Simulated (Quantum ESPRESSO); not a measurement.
FeO under changes of volume

One of the cells (10.695 Å³/atom); the others are scaled copies at fixed shape and fractional positions:

```xyz
2
Lattice="-1.6021 1.6021 2.0834 1.6021 -1.6021 2.0834 1.6021 1.6021 -2.0834" Properties=species:S:1:pos:R:3 pbc="T T T"
Fe    0.0000    0.0000    0.0000
O     0.0000    0.0000    2.0834
```

The cell comes from a database or a generator and needn't be the stable form of this composition.

- Program: Quantum ESPRESSO 7.5
- Functional: LDA
- Potentials or basis: GBRV 1.5 LDA
- Cutoff: 762 eV
- Density cutoff: 6095 eV
- k mesh: 12 × 12 × 12
- Occupations: fermi-dirac, width 0.05 eV
- Spin: collinear spin, ferromagnetic start
- Starting moments: [3.0, 0.0] μB

| volume (Å³/atom) | energy over the lowest point (meV/atom) | pressure (GPa) | moment (μB per cell) |
| --- | --- | --- | --- |
| 10.053 | 0.00 | -14.0 | 3.99 |
| 10.267 | 20.52 | -17.1 | 4.00 |
| 10.481 | 45.07 | -19.9 | 4.00 |
| 10.695 | 73.19 | -22.4 | 4.00 |
| 10.909 | 104.49 | -24.6 | 4.00 |
| 11.123 | ? | ? | ? |
| 11.337 | 175.05 | -28.2 | 4.01 |

Q: What does the run at 11.123 Å³/atom give?

A: Energy over the lowest point 138.57 meV/atom; pressure -26.5 GPa; moment 4.00 μB per cell.

Worked out: A Birch-Murnaghan fit of order 3 (a polynomial in V^(-2/3)) to the other rows has no minimum within the range. It gives 138.54 meV/atom at 11.123 Å³/atom, against the run's 138.57, and -dE/dV = -26.5 GPa, against -26.5. A straight line through the other rows of the moment, of slope 0.012 μB per Å³/atom, gives 4.01 μB, against the run's 4.00.

Energies are extrapolated to zero smearing.

Caveats: a cell with one magnetic atom can't hold antiferromagnetic order, which such compounds often take.
